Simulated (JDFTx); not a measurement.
# Bi (Im-3m) in JDFTx: equation of state

Aim: energy against volume of Bi in PBEsol, for its equilibrium volume and stiffness.

All numbers are computed with JDFTx 1.7.0 (patched build); they aren't measurements. Logs are shortened: lines on timing, memory, paths and dates and some standing lists are left out, and cuts for length are marked. The log counts tension as positive stress, the text compression.

### Step 1. The crystal as given

The structure is cubic, space group Im-3m (No. 229). Conventional cell: a = 3.963 Å, b = 3.963 Å, c = 3.963 Å, α = 90.00°, β = 90.00°, γ = 90.00°. Bi (site symmetry m-3m) is surrounded by 8 Bi at 3.43 Å.

This isn't the form of Bi at room conditions, which is rhombohedral.

### Step 2. Equation of state, PBEsol, 29.25 Å³/atom (volume scaled by 0.94)

Bi.in

```
lattice \
   -3.6679240608     3.6679240608     3.6679240608 \
    3.6679240608    -3.6679240608     3.6679240608 \
    3.6679240608     3.6679240608    -3.6679240608
coords-type Lattice
ion Bi     0.0000000000     0.0000000000     0.0000000000 1

ion-species pseudo/Bi.upf
elec-cutoff 33
elec-ex-corr gga-PBEsol
kpoint-folding 9 9 9
elec-smearing Fermi 0.0018374661
elec-n-bands 13
electronic-SCF nIterations 100 energyDiffThreshold 1e-09
electronic-minimize nIterations 30 energyDiffThreshold 1e-7
forces-output-coords Cartesian

dump-name run.$VAR
dump End Ecomponents EigStats BandEigs Kpoints Forces Stress
```

Potentials or basis: PseudoDojo-SR-PBEsol-0.4.1-standard with smoothed tails.

On the command line:

```
$ jdftx -c 1 -i Bi.in -o Bi.out
```

Output:

```text
*************** JDFTx 1.7.0 (patched build) ***************

Input parsed successfully to the following command list (including defaults):
[... the input with its defaults ...]

---------- Setting up symmetries ----------

Found 48 point-group symmetries of the bravais lattice
Found 48 space-group symmetries with basis
Applied RMS atom displacement 0 bohrs to make symmetries exact.

---------- Initializing the Grid ----------
R =
[     -3.66792      3.66792      3.66792  ]
[      3.66792     -3.66792      3.66792  ]
[      3.66792      3.66792     -3.66792  ]
unit cell volume = 197.388
G =
[ 2.73571e-17   0.856504   0.856504  ]
[   0.856504 2.73571e-17   0.856504  ]
[   0.856504   0.856504 2.73571e-17  ]
Minimum fftbox size, Smin = [  36  36  36  ]
Chosen fftbox size, S = [  36  36  36  ]

---------- Exchange Correlation functional ----------
Initalized PBEsol GGA exchange.
Initalized PBEsol GGA correlation.

---------- Setting up pseudopotentials ----------
Width of ionic core gaussian charges (only for fluid interactions / plotting) set to 0

Reading pseudopotential file 'pseudo/Bi.upf':
  'Bi' pseudopotential, 'PBESOL' functional
  Generated using ONCVPSP code by D. R. Hamann
  15 valence electrons, 3 orbitals, 6 projectors, 1001 radial grid points, with lMax = 2
    5D    l: 2   occupation: 10.0   eigenvalue: -0.994461
    6S    l: 0   occupation:  2.0   eigenvalue: -0.534159
    6P    l: 1   occupation:  3.0   eigenvalue: -0.168956
  Core radius for overlap checks: 2.37 bohrs.

Initialized 1 species with 1 total atoms.

Folded 1 k-points by 9x9x9 to 729 k-points.

---------- Setting up k-points, bands, fillings ----------
Reduced to 35 k-points under symmetry.
Computing the number of bands and number of electrons
Calculating initial fillings.
nElectrons:  15.000000   nBands: 13   nStates: 35

----- Setting up reduced wavefunction bases (one per k-point) -----
average nbasis = 1787.145 , ideal nbasis = 1787.252

---------- Setting up ewald sum ----------
Optimum gaussian width for ewald sums = 2.290173 bohr.
Real space sum over 2197 unit cells with max indices [  6  6  6  ]
Reciprocal space sum over 2197 terms with max indices [  6  6  6  ]

---------- Allocating electronic variables ----------
Initializing wave functions:  linear combination of atomic orbitals
Note: number of bands (13) exceeds available atomic orbitals (9)
Bi pseudo-atom occupations:   s ( 2 )  p ( 3 )  d ( 10 )
	FillingsUpdate:  mu: +0.484537829  nElectrons: 15.000000
LCAOMinimize: Iter:   0  F: -71.3472581094147387  |grad|_K:  8.027e-05  alpha:  1.000e+00
	FillingsUpdate:  mu: +0.484732720  nElectrons: 15.000000
LCAOMinimize: Iter:   1  F: -71.3472742393596491  |grad|_K:  9.882e-07  alpha:  8.477e-01  linmin: -3.223e-02  cgtest:  2.138e-01
LCAOMinimize: Encountered beta<0, resetting CG.
	FillingsUpdate:  mu: +0.484733689  nElectrons: 15.000000
LCAOMinimize: Iter:   2  F: -71.3472742422188162  |grad|_K:  2.313e-08  alpha:  9.900e-01  linmin: -3.962e-03  cgtest:  9.036e-03
	FillingsUpdate:  mu: +0.484733634  nElectrons: 15.000000
LCAOMinimize: Iter:   3  F: -71.3472742422199389  |grad|_K:  1.413e-09  alpha:  8.526e-01  linmin: -8.958e-02  cgtest:  4.160e-01
LCAOMinimize: Encountered beta<0, resetting CG.
LCAOMinimize: Converged (|Delta F|<1.000000e-06 for 2 iters).

-------- Electronic minimization -----------
Will mix electronic density at each iteration.
	FillingsUpdate:  mu: +0.484733634  nElectrons: 15.000000
	FillingsUpdate:  mu: +0.474899181  nElectrons: 15.000000
SCF: Cycle:  0   F: -71.361400414295318   dF: -1.413e-02   |Residual|: 8.847e-03   |deigs|: 2.494e-01
	FillingsUpdate:  mu: +0.474480247  nElectrons: 15.000000
SCF: Cycle:  1   F: -71.361488206436434   dF: -8.779e-05   |Residual|: 5.010e-03   |deigs|: 4.110e-03
	FillingsUpdate:  mu: +0.474115856  nElectrons: 15.000000
SCF: Cycle:  2   F: -71.361496393674798   dF: -8.187e-06   |Residual|: 9.679e-04   |deigs|: 1.458e-03
	FillingsUpdate:  mu: +0.474156628  nElectrons: 15.000000
SCF: Cycle:  3   F: -71.361497030777755   dF: -6.371e-07   |Residual|: 1.371e-04   |deigs|: 3.653e-04
	FillingsUpdate:  mu: +0.474152007  nElectrons: 15.000000
SCF: Cycle:  4   F: -71.361497135326744   dF: -1.045e-07   |Residual|: 7.736e-05   |deigs|: 3.436e-04
	FillingsUpdate:  mu: +0.474153443  nElectrons: 15.000000
SCF: Cycle:  5   F: -71.361497156620530   dF: -2.129e-08   |Residual|: 3.096e-05   |deigs|: 1.898e-04
	FillingsUpdate:  mu: +0.474154246  nElectrons: 15.000000
SCF: Cycle:  6   F: -71.361497163133109   dF: -6.513e-09   |Residual|: 9.151e-06   |deigs|: 9.674e-05
	FillingsUpdate:  mu: +0.474155038  nElectrons: 15.000000
SCF: Cycle:  7   F: -71.361497164394848   dF: -1.262e-09   |Residual|: 2.862e-06   |deigs|: 6.064e-05
	FillingsUpdate:  mu: +0.474154882  nElectrons: 15.000000
SCF: Cycle:  8   F: -71.361497164771109   dF: -3.763e-10   |Residual|: 1.672e-06   |deigs|: 7.280e-05
	FillingsUpdate:  mu: +0.474154835  nElectrons: 15.000000
SCF: Cycle:  9   F: -71.361497164855450   dF: -8.434e-11   |Residual|: 5.553e-07   |deigs|: 6.575e-05
SCF: Converged (|Delta E|<1.000000e-09 for 2 iters).

Setting wave functions to eigenvectors of Hamiltonian

# Stress tensor in Cartesian coordinates [Eh/a0^3]:
[ -5.91224e-05            0            0  ]
[            0 -5.91224e-05            0  ]
[            0            0 -5.91224e-05  ]

# Ionic positions in lattice coordinates:
ion Bi   0.000000000000000   0.000000000000000   0.000000000000000 1

# Forces in Cartesian coordinates:
force Bi   0.000000000000000   0.000000000000000   0.000000000000000 1

# Energy components:
   Eewald =      -55.8100108240008836
       EH =       14.6889516640067423
     Eloc =      -43.2123810808569857
      Enl =      -15.2268751356373837
      Exc =      -21.4873566193446024
 Exc_core =       10.5639843897032701
       KE =       39.1223675872907890
-------------------------------------
     Etot =      -71.3613200188390806
       TS =        0.0001771460163712
-------------------------------------
        F =      -71.3614971648554501

IonicMinimize: Iter:   0  F: -71.361497164855450  |grad|_K:  0.000e+00
IonicMinimize: Converged (|grad|_K<1.000000e-04).

#--- Lowdin population analysis ---
# oxidation-state Bi +0.039

Dumping 'run.eigStats' ...
	eMin: -0.377496 at state 4 ( [ +0.000000 +0.000000 +0.444444 ] spin 0 )
	HOMO: +0.473393 at state 2 ( [ +0.000000 +0.000000 +0.222222 ] spin 0 )
	mu  : +0.474155
	LUMO: +0.475131 at state 18 ( [ +0.111111 +0.222222 -0.222222 ] spin 0 )
	eMax: +1.126229 at state 34 ( [ +0.444444 +0.444444 -0.444444 ] spin 0 )
	HOMO-LUMO gap: +0.001738
	Optical gap  : +0.037711 at state 28 ( [ +0.222222 +0.444444 -0.444444 ] spin 0 )
Done!
```

Run time: 22 s. Hardware: 1 thread of Arm Neoverse V2, shared host; peak memory 0.07 GiB.

Results:

```
Free energy            : -1941.8453 eV
Pressure               : 1.7 GPa
Band gap on the k mesh : none (metal or under the smearing width)
```

Caveat: spin-orbit coupling is left out, which moves the levels of the heavy elements.

### Step 3. Equation of state, PBEsol, 29.87 Å³/atom (volume scaled by 0.96)

Edit Bi.in of step 2 so:

```diff
@@ -1,5 +1,5 @@
 lattice \
-   -3.6679240608     3.6679240608     3.6679240608 \
-    3.6679240608    -3.6679240608     3.6679240608 \
-    3.6679240608     3.6679240608    -3.6679240608
+   -3.6937553631     3.6937553631     3.6937553631 \
+    3.6937553631    -3.6937553631     3.6937553631 \
+    3.6937553631     3.6937553631    -3.6937553631
 coords-type Lattice
```

Potentials or basis: PseudoDojo-SR-PBEsol-0.4.1-standard with smoothed tails.

On the command line:

```
$ jdftx -c 1 -i Bi.in -o Bi.out
```

Wall time 22 s (1 thread of Arm Neoverse V2, shared host); peak memory 0.07 GiB.

Results (log left out):

| Property | Result |
| --- | --- |
| Free energy | -1941.8496 eV |
| Pressure | 0.4 GPa |
| Band gap on the k mesh | none (metal or under the smearing width) |

Caveat: spin-orbit coupling is left out, which moves the levels of the heavy elements.

### Step 4. Equation of state, PBEsol, 30.49 Å³/atom (volume scaled by 0.98)

Edit Bi.in of step 3 so:

```diff
@@ -1,5 +1,5 @@
 lattice \
-   -3.6937553631     3.6937553631     3.6937553631 \
-    3.6937553631    -3.6937553631     3.6937553631 \
-    3.6937553631     3.6937553631    -3.6937553631
+   -3.7192303430     3.7192303430     3.7192303430 \
+    3.7192303430    -3.7192303430     3.7192303430 \
+    3.7192303430     3.7192303430    -3.7192303430
 coords-type Lattice
```

On the command line:

```
$ jdftx -c 1 -i Bi.in -o Bi.out
```

It took 22 s on 1 thread of Arm Neoverse V2, shared host; peak memory 0.07 GiB.

The run converged. Its results:

| Item | Value |
| --- | --- |
| Free energy | -1941.8489 eV |
| Pressure | -0.8 GPa |
| Band gap on the k mesh | none (metal or under the smearing width) |

Caveat: spin-orbit coupling is left out, which moves the levels of the heavy elements.

### Step 5. Equation of state, PBEsol, 31.12 Å³/atom

Edit Bi.in of step 4 so:

```diff
@@ -1,5 +1,5 @@
 lattice \
-   -3.7192303430     3.7192303430     3.7192303430 \
-    3.7192303430    -3.7192303430     3.7192303430 \
-    3.7192303430     3.7192303430    -3.7192303430
+   -3.7443610401     3.7443610401     3.7443610401 \
+    3.7443610401    -3.7443610401     3.7443610401 \
+    3.7443610401     3.7443610401    -3.7443610401
 coords-type Lattice
```

On the command line:

```
$ jdftx -c 1 -i Bi.in -o Bi.out
```

It took 22 s on 1 thread of Arm Neoverse V2, shared host; peak memory 0.07 GiB.

The run converged. Its results:

```
Free energy            : -1941.8436 eV
Pressure               : -1.9 GPa
Band gap on the k mesh : none (metal or under the smearing width)
```

Caveat: spin-orbit coupling is left out, which moves the levels of the heavy elements.

### Step 6. Equation of state, PBEsol, 31.74 Å³/atom (volume scaled by 1.02)

Edit Bi.in of step 5 so:

```diff
@@ -1,5 +1,5 @@
 lattice \
-   -3.7443610401     3.7443610401     3.7443610401 \
-    3.7443610401    -3.7443610401     3.7443610401 \
-    3.7443610401     3.7443610401    -3.7443610401
+   -3.7691588557     3.7691588557     3.7691588557 \
+    3.7691588557    -3.7691588557     3.7691588557 \
+    3.7691588557     3.7691588557    -3.7691588557
 coords-type Lattice
```

Potentials or basis: PseudoDojo-SR-PBEsol-0.4.1-standard with smoothed tails.

On the command line:

```
$ jdftx -c 1 -i Bi.in -o Bi.out
```

It took 26 s on 1 thread of Arm Neoverse V2, shared host; peak memory 0.07 GiB.

Results (log left out):

```
Free energy            : -1941.8343 eV
Pressure               : -2.9 GPa
Band gap on the k mesh : none (metal or under the smearing width)
```

Caveat: spin-orbit coupling is left out, which moves the levels of the heavy elements.

### Step 7. Equation of state, PBEsol, 32.36 Å³/atom (volume scaled by 1.04)

Edit Bi.in of step 6 so:

```diff
@@ -1,5 +1,5 @@
 lattice \
-   -3.7691588557     3.7691588557     3.7691588557 \
-    3.7691588557    -3.7691588557     3.7691588557 \
-    3.7691588557     3.7691588557    -3.7691588557
+   -3.7936345990     3.7936345990     3.7936345990 \
+    3.7936345990    -3.7936345990     3.7936345990 \
+    3.7936345990     3.7936345990    -3.7936345990
 coords-type Lattice
```

On the command line:

```
$ jdftx -c 1 -i Bi.in -o Bi.out
```

It took 22 s on 1 thread of Arm Neoverse V2, shared host; peak memory 0.07 GiB.

Results (log left out):

```
Free energy            : -1941.8215 eV
Pressure               : -3.8 GPa
Band gap on the k mesh : none (metal or under the smearing width)
```

Caveat: spin-orbit coupling is left out, which moves the levels of the heavy elements.

### Step 8. Equation of state, PBEsol, 32.98 Å³/atom (volume scaled by 1.06)

Edit Bi.in of step 7 so:

```diff
@@ -1,5 +1,5 @@
 lattice \
-   -3.7936345990     3.7936345990     3.7936345990 \
-    3.7936345990    -3.7936345990     3.7936345990 \
-    3.7936345990     3.7936345990    -3.7936345990
+   -3.8177985283     3.8177985283     3.8177985283 \
+    3.8177985283    -3.8177985283     3.8177985283 \
+    3.8177985283     3.8177985283    -3.8177985283
 coords-type Lattice
```

On the command line:

```
$ jdftx -c 1 -i Bi.in -o Bi.out
```

Run time: 22 s. Hardware: 1 thread of Arm Neoverse V2, shared host; peak memory 0.07 GiB.

It converged, with:

| Property | Result |
| --- | --- |
| Free energy | -1941.8055 eV |
| Pressure | -4.5 GPa |
| Band gap on the k mesh | none (metal or under the smearing width) |

Caveat: spin-orbit coupling is left out, which moves the levels of the heavy elements.

### Step 9. Equation of state, PBEsol

Potentials or basis: PseudoDojo-SR-PBEsol-0.4.1-standard with smoothed tails.

This step only gathers the single runs of the series.

Results:

* Equilibrium volume: 30.08 Å³/atom
* Bulk modulus: 61 GPa
* Pressure derivative of the bulk modulus: 4.6

Energy against volume, from the lowest point:
```csv
volume (Å³/atom),energy (meV/atom)
29.250,4.31
29.872,0.00
30.495,0.72
31.117,5.96
31.739,15.25
32.362,28.09
32.984,44.09
```

Caveat: spin-orbit coupling is left out, which moves the levels of the heavy elements.
